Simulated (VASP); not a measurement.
# LiH in VASP 6.6.1, relaxation

INCAR

```
ALGO = Normal
NSW = 40
PREC = Accurate
LWAVE = .FALSE.
ISMEAR = -1
MAGMOM = 0.5 0.5
NBANDS = 9
NELM = 99
ISIF = 3
GGA = PE
IBRION = 2
ISPIN = 2
LREAL = .FALSE.
LASPH = .TRUE.
SIGMA = 0.02
LCHARG = .FALSE.
EDIFFG = -5E-3
EDIFF = 1E-7
ENCUT = 600
```

KPOINTS

```
KPOINTS created by Atomic Simulation Environment
0
Gamma
10 10 10
0 0 0
```

POSCAR

```
Li H
 1.0000000000000000
    -0.0000000000000000    2.1433374631220659    2.1433374631220659
     2.1433374631220659    0.0000000000000000    2.1433374631220659
     2.1433374631220659    2.1433374631220659    0.0000000000000000
 Li  H
   1   1
Cartesian
 -0.0000000000000000  0.0000000000000000 -0.0000000000000000
  1.0716687315610327  1.0716687315610327  1.0716687315610327
```

The recommended PBE PAW datasets give the neutral cell 4 valence electrons.

Command

```
mpirun -np 1 vasp_std
```

OSZICAR

```
N       E                     dE             d eps       ncg     rms          rms(c)
DAV:   1     0.949773194086E-01    0.94977E-01   -0.12679E+03  1692   0.368E+02
DAV:   2    -0.575703987926E+01   -0.58520E+01   -0.58229E+01  2382   0.604E+01
DAV:   3    -0.587423381705E+01   -0.11719E+00   -0.11714E+00  2010   0.731E+00
DAV:   4    -0.587522768601E+01   -0.99387E-03   -0.99365E-03  2340   0.621E-01
DAV:   5    -0.587523539624E+01   -0.77102E-05   -0.77100E-05  2039   0.432E-02    0.615E+00
DAV:   6    -0.603245717849E+01   -0.15722E+00   -0.46503E-01  1877   0.257E+00    0.287E+00
DAV:   7    -0.598550880270E+01    0.46948E-01   -0.21030E-01  1907   0.210E+00    0.196E+00
DAV:   8    -0.602650836582E+01   -0.41000E-01   -0.77065E-02  1855   0.140E+00    0.281E-01
DAV:   9    -0.602904449897E+01   -0.25361E-02   -0.54157E-03  1941   0.525E-01    0.177E-01
DAV:  10    -0.603063873912E+01   -0.15942E-02   -0.17509E-03  2043   0.230E-01    0.531E-02
...
DAV:   4    -0.603080603399E+01    0.10117E-06   -0.24724E-08  1255   0.156E-03    0.202E-04
DAV:   5    -0.603080603142E+01    0.25687E-08   -0.42236E-09   858   0.514E-04
   2 F= -.60308060E+01 E0= -.60308060E+01  d E =-.157661E-04  mag=     0.0000
       N       E                     dE             d eps       ncg     rms          rms(c)
DAV:   1    -0.603086484087E+01   -0.58807E-04   -0.11120E-03  2062   0.217E-01    0.665E-02
DAV:   2    -0.603084078762E+01    0.24053E-04   -0.16616E-05  2130   0.319E-02    0.387E-02
DAV:   3    -0.603082735205E+01    0.13436E-04   -0.18894E-05  2646   0.187E-02    0.179E-03
DAV:   4    -0.603082705136E+01    0.30069E-06   -0.22146E-07  1748   0.443E-03    0.448E-04
DAV:   5    -0.603082707071E+01   -0.19347E-07   -0.45774E-08  1129   0.152E-03
   3 F= -.60308271E+01 E0= -.60308271E+01  d E =-.368054E-04  mag=    -0.0000
```

Standard output (part)

```
POSCAR found type information on POSCAR LiH
 POSCAR found :  2 types and       2 ions
 LDA part: xc-table for (Slater+PW92), standard interpolation
 POSCAR, INCAR and KPOINTS ok, starting setup
 WAVECAR not read
 entering main loop
 curvature:   0.00 expect dE= 0.000E+00 dE for cont linesearch  0.000E+00
 search vector abs. value=  0.184E-04
 bond charge predicted
 ZBRENT: can't locate minimum, use default step
 bond charge predicted
 curvature:  -2.06 expect dE=-0.353E-07 dE for cont linesearch -0.353E-07
 trial: gam=-0.02957 g(F)=  0.127E-49 g(S)=  0.171E-07 ort = 0.561E-06 (trialstep = 0.160E+01)
 search vector abs. value=  0.116E-09
 reached required accuracy - stopping structural energy minimisation
```

```
ionic step  ΔE (meV/atom)  volume (Å³)  largest force (eV/Å)  pressure (GPa)  electronic steps
         1            0.0        19.69                 0.000           -0.13                15
         2            0.0        19.67                 0.000           -0.10                 5
         3            0.0        19.60                 0.000            0.00                 5
```

It converged. Results: relaxed cell vector lengths 3.026, 3.026, 3.026 Å; relaxed cell volume 19.60 Å³; magnetic moment of the cell 0.00 μB.

For comparison, a separate r²SCAN relaxation on usual settings, not on those above, ends at 19.69 Å³.

The run above took about 11 s on one core of a shared host (Intel Xeon 6975P-C) and held 0.15 GiB at most.
